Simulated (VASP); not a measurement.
VASP 6.6.1 run: HgSe

INCAR

```
LDAUL = 2 -1
PREC = Accurate
LREAL = .FALSE.
NSW = 0
NBANDS = 16
GGA = PE
ENCUT = 520
LDAUJ = 0 0
ISIF = 2
LDAUU = 4.0 0
LDAU = .TRUE.
SIGMA = 0.02
LDAUTYPE = 2
LASPH = .TRUE.
LCHARG = .FALSE.
LWAVE = .FALSE.
LMAXMIX = 4
EDIFF = 1E-7
IBRION = -1
NELM = 85
ISMEAR = -1
```

KPOINTS

```
KPOINTS created by Atomic Simulation Environment
0
Gamma
10 10 10
0 0 0
```

POSCAR

```
Hg Se
 1.0000000000000000
     0.0000000000000000    3.2163717009999999    3.2163717009999999
     3.2163717009999999    0.0000000000000000    3.2163717009999999
     3.2163717009999999    3.2163717009999999    0.0000000000000000
 Hg  Se
   1   1
Cartesian
  0.0000000000000000  0.0000000000000000  0.0000000000000000
  1.6081858505000000  1.6081858505000000  1.6081858505000000
```

The recommended PBE PAW datasets give the neutral cell 18 valence electrons.

Command

```
mpirun -np 1 vasp_std
```

Q: Predict the outcome of this run.

A: It converged. Results: gap between bands v and c on the k mesh 0.00 eV; least direct gap on the k mesh 0.00 eV; pressure -2.9 GPa. Band v is the last that the valence electrons fill when counted band by band, and c is the next.

OSZICAR

```
N       E                     dE             d eps       ncg     rms          rms(c)
DAV:   1     0.110881991174E+03    0.11088E+03   -0.83722E+03  1528   0.981E+02
DAV:   2     0.104074043971E+01   -0.10984E+03   -0.10432E+03  1808   0.228E+02
DAV:   3    -0.342474704063E+01   -0.44655E+01   -0.44562E+01  1816   0.497E+01
DAV:   4    -0.344542582955E+01   -0.20679E-01   -0.20678E-01  1928   0.356E+00
DAV:   5    -0.344554842032E+01   -0.12259E-03   -0.12259E-03  1856   0.238E-01    0.653E+00
DAV:   6    -0.319451967982E+01    0.25103E+00   -0.48956E-01  1880   0.761E+00    0.457E+00
DAV:   7    -0.320075193285E+01   -0.62323E-02   -0.10268E-01  1712   0.209E+00    0.200E+00
DAV:   8    -0.320426593860E+01   -0.35140E-02   -0.11489E-02  1760   0.118E+00    0.249E-01
DAV:   9    -0.320451672376E+01   -0.25079E-03   -0.12117E-03  1728   0.378E-01    0.625E-02
DAV:  10    -0.320454909627E+01   -0.32373E-04   -0.13220E-04  1920   0.125E-01    0.404E-02
DAV:  11    -0.320457705873E+01   -0.27962E-04   -0.56849E-05  1800   0.611E-02    0.218E-02
DAV:  12    -0.320457723330E+01   -0.17457E-06   -0.28018E-06  1816   0.117E-02    0.692E-03
DAV:  13    -0.320457750150E+01   -0.26820E-06   -0.41717E-07  1912   0.354E-03    0.467E-03
DAV:  14    -0.320457778193E+01   -0.28043E-06   -0.34290E-07  1712   0.390E-03    0.927E-04
DAV:  15    -0.320457781247E+01   -0.30538E-07   -0.12398E-08  1592   0.588E-04
   1 F= -.32045778E+01 E0= -.32045173E+01  d E =-.121112E-03
```

For comparison, a separate PBE run of the intended cell, on usual settings and not on those above, gives a gap of 0.00 eV on its mesh and a pressure of -2.7 GPa.
